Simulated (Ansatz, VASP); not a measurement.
BaHf3O2 in VASP and in Ansatz

```
Ba Hf O
1.0
     6.51924    0.00000    0.00000
    -3.25962    5.64583    0.00000
     0.00000    0.00000    2.91783
Ba Hf O
1 3 2
Direct
  0.00000 0.00000 0.50000
  0.50000 0.50000 0.00000
  0.50000 0.00000 0.00000
  0.00000 0.50000 0.00000
  0.66667 0.33333 0.50000
  0.33333 0.66667 0.50000
```

Change from the starting cell: species swapped into the ErCo3Ge2 type (P6mm, No. 183).

Alike in both runs: functional PBE; k mesh 6 × 6 × 12; occupations gaussian, width 0.1 eV; no spin polarisation.

Ansatz relaxed the structure, and its values are those at the end. VASP's run is a single point on that final structure, the one shown.

|  | VASP | Ansatz |
| --- | --- | --- |
| version | VASP 6.6.1 | Ansatz 0.2.0 |
| potentials or method | VASP PAW PBE potentials, release 64 (Ba_sv, Hf_pv, O) | scalar-relativistic, plane waves, PAW |
| plane-wave cutoff (eV) | 520 | 420 |
| valence electrons in the cell | 52 | 100 |

VASP gave:

- gap on the k mesh at the Fermi level (eV): none
- pressure (GPa): -0.3

Q: Estimate Ansatz's values.

A: gap on the k mesh at the Fermi level (eV): none; pressure (GPa): 0.0.

A gap of «none» marks a metal or a gap that the smearing closes. The functional is the same, so the differences come from potentials, cutoffs and numerics. The two sets of potentials don't hold the same shells in valence.

Spin-orbit coupling is left out, which matters for the levels of Ba, Hf.
